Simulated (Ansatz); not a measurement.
# Mg3Sb2 and the effect of the functional

```cif
data_structure
_symmetry_space_group_name_H-M 'P 1'
_symmetry_Int_Tables_number 1
_cell_length_a 4.5820
_cell_length_b 4.5820
_cell_length_c 7.2440
_cell_angle_alpha 90.000
_cell_angle_beta 90.000
_cell_angle_gamma 120.000
_cell_volume 131.71
loop_
_atom_site_label
_atom_site_type_symbol
_atom_site_fract_x
_atom_site_fract_y
_atom_site_fract_z
_atom_site_occupancy
Sb1 Sb 0.66667 0.33333 0.76500 1
Sb2 Sb 0.33333 0.66667 0.23500 1
Mg1 Mg 0.00000 0.00000 0.00000 1
Mg2 Mg 0.66667 0.33333 0.37000 1
Mg3 Mg 0.33333 0.66667 0.63000 1
```

Kept alike: task equation of state; k mesh 7 × 7 × 4; occupations fermi-dirac, width 0.05 eV; no spin polarisation. Program: Ansatz, Ansatz PAW. Cutoffs run from 420 to 500 eV. The mesh is that of the run's cell of 5 atoms. No spin-orbit coupling.

```csv
functional,volume (Å³/atom),bulk modulus (GPa)
LDA,25.214,49.4
PBE,26.870,43.5
r2SCAN,26.356,48.1
```

For a metal such a mesh leaves the last digits unconverged. Volume and modulus come from cells scaled at fixed shape and fractions; off cubic symmetry such a modulus can lie above the relaxed one. All rows use potentials made for PBE.

**Question.** What does the functional change here?

**Answer.** The volume runs from 25.214 (LDA) to 26.870 Å³/atom (PBE). From PBE: LDA -1.656; r2SCAN -0.514. The bulk modulus runs from 43.5 (PBE) to 49.4 GPa (LDA). From PBE: LDA +5.9; r2SCAN +4.6.
